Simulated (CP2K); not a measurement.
**Pt in CP2K: the effect of functional**

Crystal: Pt.

```
CELL_PARAMETERS angstrom
2.74346 0.00000 0.00000
-0.91281 2.60623 0.00000
-0.91209 -1.27385 2.22409
ATOMIC_POSITIONS crystal
Pt 0.00000 0.00000 0.00000
```

This isn't the form of Pt at room conditions, which is fcc.

Alike in all runs:

- Program: CP2K 2026.2
- Potentials or basis: POTENTIAL_UZH Pt GTH-PBE-q18; TZVP-MOLOPT-PBE-GTH basis
- Density cutoff: 9184 eV
- k mesh: 12 × 12 × 12
- Occupations: fermi-dirac, width 0.05 eV
- Spin: no spin polarisation

```csv
functional,pressure (GPa)
PBE,-1.3
LDA,-15.0
PBEsol,-10.8
vdW-DF2,?
PW91,-0.2
RPBE,2.5
r2SCAN,-6.3
```

What does the run with functional vdW-DF2 give?

Pressure 22.2 GPa.

Caveats: the basis of atomic orbitals isn't converged, which shifts pressures, moduli and gaps; the potentials were made for another functional, which shifts forces and pressure (some runs).
